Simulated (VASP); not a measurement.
Wanted: the native input for a VASP 6.6.1 run.

```yaml
Task: G0W0 quasiparticle levels
Functional: PBE
Potentials_or_basis: VASP PAW PBE potentials, release 64 (K_sv_GW, F_GW)
Cutoff: 500 eV
k_mesh: 5 × 5 × 5
Occupations: gaussian, width 0.01 eV
Spin: no spin polarisation
Cutoff_of_the_response_function: 150
Frequency_points: 64
Empty_bands: 214
GW_scheme: G0W0
GW_iterations: 1
Valence_bands_in_the_BSE: 3
Conduction_bands_in_the_BSE: 4
Further_INCAR_settings: ALGO = BSE; EDIFF = 1e-08; NBANDS = 222
```

The system is KF.

```
K F
1.0
     3.25895    0.00000    0.00000
     0.00000    3.25895    0.00000
     0.00000    0.00000    3.25895
K F
1 1
Direct
  0.00000 0.00000 0.00000
  0.50000 0.50000 0.50000
```

The cell comes from a database or a generator and needn't be the stable form of this composition.

One way to write it, as run:

POSCAR

```
KF
1.0
    3.2589550000      0.0000000000      0.0000000000
    0.0000000000      3.2589550000      0.0000000000
    0.0000000000      0.0000000000      3.2589550000
K F
1 1
Direct
    0.0000000000      0.0000000000      0.0000000000
    0.5000000000      0.5000000000      0.5000000000
```

INCAR.step1

```
SYSTEM = KF
ALGO = Normal
EDIFF = 1E-8
ENCUT = 500
GGA = PE
ISMEAR = 0
LASPH = .True.
LCHARG = .False.
LREAL = .False.
LWAVE = .True.
NELM = 80
PREC = Accurate
SIGMA = 0.01
```

INCAR.step2

```
SYSTEM = KF
ALGO = Exact
EDIFF = 1E-8
ENCUT = 500
GGA = PE
ISMEAR = 0
ISTART = 1
LASPH = .True.
LCHARG = .False.
LOPTICS = .True.
LREAL = .False.
LWAVE = .True.
NBANDS = 222
NELM = 1
PREC = Accurate
SIGMA = 0.01
```

INCAR.step3

```
SYSTEM = KF
ALGO = EVGW0
EDIFF = 1E-8
ENCUT = 500
ENCUTGW = 150
GGA = PE
ISMEAR = 0
ISTART = 1
LASPH = .True.
LCHARG = .False.
LREAL = .False.
LWAVE = .True.
NBANDS = 222
NBANDSGW = 16
NELMGW = 1
NOMEGA = 64
PREC = Accurate
PRECFOCK = Fast
SIGMA = 0.01
```

INCAR.step4

```
SYSTEM = KF
ALGO = BSE
ANTIRES = 0
EDIFF = 1E-8
ENCUT = 500
ENCUTGW = 150
GGA = PE
ISMEAR = 0
ISTART = 1
LASPH = .True.
LCHARG = .False.
LREAL = .False.
LWAVE = .False.
NBANDS = 222
NBANDSO = 3
NBANDSV = 4
NBSEEIG = 10
OMEGAMAX = 20
PREC = Accurate
PRECFOCK = Fast
SIGMA = 0.01
```

KPOINTS

```
k-points
0
Gamma
  5 5 5
  0 0 0
```

Potentials or basis: VASP PAW PBE potentials, release 64 (K_sv_GW, F_GW).

Run with:

```bash
$ cat potpaw_PBE.64/K_sv_GW/POTCAR potpaw_PBE.64/F_GW/POTCAR > POTCAR
$ cp INCAR.step1 INCAR
$ mpirun -np 1 vasp_std > vasp.out
$ cp INCAR.step2 INCAR
$ mpirun -np 1 vasp_std > vasp.out
$ cp INCAR.step3 INCAR
$ mpirun -np 1 vasp_std > vasp.out
$ cp INCAR.step4 INCAR
$ mpirun -np 1 vasp_std > vasp.out
```

It gave:

```
Band gap on the k mesh, mean-field level : 6.30 eV, indirect (least direct gap 6.32 eV)
Quasiparticle gap                        : 9.78 eV
Least direct quasiparticle gap           : 9.81 eV
```

Caveat: bands, screening cutoff and mesh are small and nothing is extrapolated, so the quasiparticle values aren't converged; an odd mesh through Γ misses points on the zone boundary, where band edges often lie.

It took 5.8 min on 1 thread of Intel(R) Xeon(R) Platinum 8259CL CPU @ 2.50GHz (Skylake/Cascade Lake), with other jobs on the host, peak memory 0.67 GiB.
